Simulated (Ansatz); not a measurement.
Heat of formation of CHF3 (trifluoromethane) from total energies

CHF3 has 5 atoms, charge 0, and is taken as a singlet. SMILES: `FC(F)F`. Geometry: relaxed at PBE0-D4/def2-TZVP.

Total energies at PBE/def2-SVPD (Ansatz 0.2.0); the atoms run unrestricted:

```tsv
species	state	energy (Eh)
CHF3	singlet	-337.682513
F	doublet	-99.553934
C	triplet	-37.752188
H	doublet	-0.498629
```

Harmonic wavenumbers at PBE0-D4/def2-TZVP, in cm⁻¹: 510, 510, 708, 1159, 1180, 1180, 1397, 1397, 3131.

Measured heats of formation of the gaseous atoms at 298.15 K, in kJ/mol: F 79.4, C 716.9, H 218.0. Spin-orbit lowering of the atoms at 298 K (mean of the ground term's levels less their thermal mean, from spectra), in kJ/mol: F 1.29, C 0.02. Take 1 Eh = 2625.50 kJ/mol, 1 cm⁻¹ = 0.0119627 kJ/mol, RT = 2.479 kJ/mol.

**Question.** What heat of formation follows?

**Answer.** 
1. Electronic atomisation energy: 3 × (-99.553934) + (-37.752188) + (-0.498629) − (-337.682513) = 0.769894 Eh = 2021.4 kJ/mol.
2. Zero-point energy: half the sum of the wavenumbers, 5586 cm⁻¹ = 66.8 kJ/mol.
3. Thermal vibrational enthalpy, Σ hcν̃/(exp(hcν̃/kT) − 1): 1.6 kJ/mol. Translation, rotation and pV of a non-linear molecule: 4 RT = 9.9 kJ/mol.
4. The 5 free atoms carry 5/2 RT each: 31.0 kJ/mol.
5. Spin-orbit coupling lowers the free atoms by 3 × 1.29 + 0.02 = 3.9 kJ/mol.
6. Atomisation enthalpy at 298 K: 2021.4 − 3.9 − 66.8 − 1.6 − 9.9 + 31.0 = 1970.2 kJ/mol.
7. Sum of the atoms' heats of formation: 1173.1 kJ/mol. Heat of formation: 1173.1 − 1970.2 = -797.1 kJ/mol.

The tabulated value is -695.9 kJ/mol (Active Thermochemical Tables), so this level is off by -101.3 kJ/mol, or 5.4 % of the atomisation enthalpy that the table implies (1868.8 kJ/mol). Gradient-corrected functionals often overbind somewhat. Anharmonicity and any spin-orbit splitting of the molecule are left out.
